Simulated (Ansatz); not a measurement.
# CdI2: the cost of one run

Computed with Ansatz 0.2.0 (DFT r²SCAN, scalar-relativistic, plane waves, PAW (the target; the first runs use scalar-relativistic PBE), unless a step's input says otherwise).

### Step 1. The structure to begin with

It takes space group P-3m1 (No. 164, trigonal). Conventional cell: a = 4.275 Å, b = 4.275 Å, c = 6.910 Å, α = 90.00°, β = 90.00°, γ = 120.00°. Cd (site symmetry -3m) has 6 I at 3.01 Å as nearest neighbours. Around I (site symmetry 3m) lie 3 Cd at 3.01 Å.

As a file:

```
Cd I
1.0
     4.27526    0.00000    0.00000
    -2.13763    3.70249    0.00000
     0.00000    0.00000    6.90953
Cd I
1 2
Direct
  0.00000 0.00000 0.00000
  0.33333 0.66667 0.24920
  0.66667 0.33333 0.75080
```

### Step 2. Full relaxation (PBE, 6×6×4 mesh)

input.yaml reads:

```yaml
crystal:
  lattice:
    - [4.2752622628, 0.0, 0.0]
    - [-2.1376311314, 3.7024857274, 0.0]
    - [0.0, 0.0, 6.9095262222]
  atoms:
    - { symbol: Cd, position: [0.0, 0.0, 0.0] }
    - { symbol: I, position: [0.3333333333, 0.6666666667, 0.2492] }
    - { symbol: I, position: [0.6666666667, 0.3333333333, 0.7508] }
basis:
  ecutwfc: 420
  ecutrho_ratio: 4
kpoints:
  mp_grid: { grid: [6, 6, 4] }
hamiltonian:
  xc: pbe
scf:
  occupations: { method: gaussian, width: 0.05 }
output:
  forces: true
  stress: true
  eigenvalues: true
relax:
  f_tol: 0.03
  max_steps: 60
  cell: { stress_tol: 0.3 }
```

Started as:

```console
ansatz run input.yaml --threads 4 --pin off --max-ram 7168MiB --backend cpu --events-out ev --progress --plain --runs-dir out
```

Q: Estimate wall time and peak memory on 4 threads of AMD EPYC 9R45 (Zen 5), shared host.

About 5.8 s, with a peak of 0.55 GiB.
